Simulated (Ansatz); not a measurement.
Crystal: FeO.

```xyz
2
Lattice="2.6125 0.0000 0.0000 0.0000 2.6125 0.0000 0.0000 0.0000 2.6125" Properties=species:S:1:pos:R:3 pbc="T T T"
Fe    0.0000    0.0000    0.0000
O     1.3062    1.3062    1.3062
```

The cell comes from a database or a generator and needn't be the stable form of this composition.

```yaml
Program: Ansatz 0.2.0
Task: relaxation of cell and atoms
Functional: PBEsol0
Potentials_or_basis: Ansatz PAW
Cutoff: "420 eV (not typed: the program's choice for these potentials)"
k_mesh: 5 × 5 × 5
Occupations: fermi-dirac, width 0.05 eV
Spin: collinear spin, ferromagnetic start
Starting_moments: "[3.0, 0.0] μB"
```

At the start: volume 8.92 Å³/atom.

Where does the relaxation end?

It ends after 7 steps and the volume is 8.67 Å³/atom (-2.7 %); space group Pm-3m (No. 221, to 0.05 Å); moment 4.00 μB per cell.

Step by step:
```
step  energy change (eV)  largest force (eV/Å)  volume (Å³)
   1              0.0000                0.0000        17.83
   2             -0.0096                0.0000        17.53
   3             -0.0118                0.0000        17.35
   4             -0.0117                0.0000        17.36
   5             -0.0100                0.0000        17.36
   6             -0.0101                0.0000        17.35
   7             -0.0098                0.0000        17.35
```

Final structure:
```
Fe O
1.0
     2.58880    0.00000    0.00000
     0.00000    2.58880    0.00000
     0.00000    0.00000    2.58880
Fe O
1 1
Direct
  0.00000 0.00000 0.00000
  0.50000 0.50000 0.50000
```

Caveat: the k mesh is coarse (spacing up to 0.48 Å⁻¹), so the values aren't converged, least of all with exact exchange; the magnetic or orbital state may not be the lowest; the plane-wave basis is chosen anew once the cell has moved, so the energies of steps on either side of that aren't comparable; the pressure holds a Pulay correction of +0.8 GPa for the finite cutoff; a cell with one magnetic atom can't hold antiferromagnetic order, which such compounds often take; the PAW data sets come from PBE, with cores solved anew for the run's functional, which leaves a small shift of forces and pressure.
